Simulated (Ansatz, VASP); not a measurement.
## B in VASP and in Ansatz

File INCAR:

```
PREC = Accurate
ENCUT = 520
EDIFF = 1E-7
ISMEAR = -1
SIGMA = 0.05
LREAL = False
LASPH = True
NELM = 80
ALGO = Normal
ISIF = 2
LWAVE = False
LCHARG = True
GGA = PS
LELF = True
LVHAR = True
NBANDS = 10
```

File KPOINTS:

```
Automatic mesh
0
Gamma
  18 18 18
```

Contents of POSCAR:

```
B
1.0
    0.0000000000      1.7897551257      1.7897551257
    1.7897551257      0.0000000000      1.7897551257
    1.7897551257      1.7897551257      0.0000000000
B
2
Direct
   -0.1250000000     -0.1250000000     -0.1250000000
    0.1250000000      0.1250000000      0.1250000000
```

Input for Ansatz:

```yaml
crystal:
  lattice:
    - [0.0, 1.7897551257, 1.7897551257]
    - [1.7897551257, 0.0, 1.7897551257]
    - [1.7897551257, 1.7897551257, 0.0]
  atoms:
    - { symbol: B, position: [-0.125, -0.125, -0.125] }
    - { symbol: B, position: [0.125, 0.125, 0.125] }
kpoints:
  mp_grid: { grid: [18, 18, 18] }
scf:
  occupations: { method: fermi_dirac, width: 0.05 }
hamiltonian:
  xc: pbesol
  pseudopotentials: { kind: all_electron, lapw: { basis_error: 0.001 } }
output:
  forces: true
  stress: true
  eigenvalues: true
  populations: true
```

Change from the starting cell: volume scaled by 0.7, LAPW.

Alike in both runs: task single point; functional PBEsol; k mesh 18 × 18 × 18; occupations fermi-dirac, width 0.05 eV; no spin polarisation.

|  | VASP | Ansatz |
| --- | --- | --- |
| version | VASP 6.6.1 | Ansatz 0.2.0 |
| potentials or method | VASP PAW PBE potentials, release 64 (B) | all-electron LAPW, scalar-relativistic |
| plane-wave cutoff (eV) | 520 | see its input |

Ansatz gave:

- pressure (GPa): 120.5

What did VASP give for the same quantities?

Pressure (GPa): 121.6.

Ansatz ran all-electron here, so the differences hold the error of VASP's frozen core and of both bases.

Caveats: the cell as given lies far from equilibrium; so large a pressure means that the cell lies far from this level's equilibrium, or that cutoff or potentials fall short (VASP); the potentials were made for another functional, which shifts forces and pressure (VASP).
